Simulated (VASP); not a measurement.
ZrN: relaxation of cell and atoms with PBEsol

Crystal: ZrN.

```xyz
2
Lattice="0.0000 2.3000 2.3000 2.3000 0.0000 2.3000 2.3000 2.3000 0.0000" Properties=species:S:1:pos:R:3 pbc="T T T"
Zr    2.3000    2.3000    2.3000
N     0.0000    0.0000    0.0000
```

| Property | Result |
| --- | --- |
| Program | VASP 6.6.1 |
| Task | relaxation of cell and atoms |
| Functional | PBEsol |
| Potentials or basis | VASP PAW PBE potentials, release 64 (Zr_sv, N) |
| Cutoff | 600 eV |
| k mesh | 14 × 14 × 14 |
| Occupations | methfessel-paxton, width 0.1 eV |
| Spin | no spin polarisation |
| Further INCAR settings | ALGO = Normal; EDIFF = 1e-06; IBRION = 2; EDIFFG = -0.01; NSW = 90; ISIF = 3 |

```json
{
 "Relaxed volume": "11.81 Å³/atom",
 "Relaxed cell": "a = 3.221 Å, b = 3.221 Å, c = 3.221 Å, α = 60.00°, β = 60.00°, γ = 60.00°",
 "Space group after relaxing (to 0.05 Å)": "Fm-3m (No. 225)",
 "Energy gained by relaxing": "8.9 meV/atom",
 "Ionic steps": "3",
 "Pressure after relaxing": "-0.1 GPa",
 "Band gap on the k mesh": "none (metal or under the smearing width)"
}
```

The path:
```csv
step,energy change (eV),largest force (eV/Å),pressure (GPa),volume (Å³)
1,0.0000,0.0000,-7.61,24.33
2,0.0439,0.0000,16.55,22.36
3,-0.0177,0.0000,-0.13,23.62
```

Final structure:
```yaml
crystal:
  lattice:
    - [0.00000, 2.27731, 2.27731]
    - [2.27731, 0.00000, 2.27731]
    - [2.27731, 2.27731, 0.00000]
  atoms:
    - { symbol: Zr, position: [0.50000, 0.50000, 0.50000] }
    - { symbol: N, position: [0.00000, 0.00000, 0.00000] }
```

Levels at points of the mesh, in eV from the Fermi level:
```tsv
k point	band 6	band 7	band 8	band 9	band 10	band 11	band 12
(0.00, 0.00, 0.00)	-2.67	-2.67	-2.67	-0.44	-0.44	-0.44	1.61
(0.50, 0.00, 0.00)	-7.79	-5.80	-5.80	3.12	3.19	3.19	4.78
(0.50, 0.50, 0.00)	-4.54	-3.61	-3.15	-3.15	3.47	4.70	4.70
```

It took 48 s on 4 MPI ranks on Intel(R) Xeon(R) Platinum 8488C (Sapphire Rapids), with other jobs on the host, peak memory 0.19 GiB a rank.

Caveat: the PAW data sets were made with another functional, which shifts forces and pressure a little.
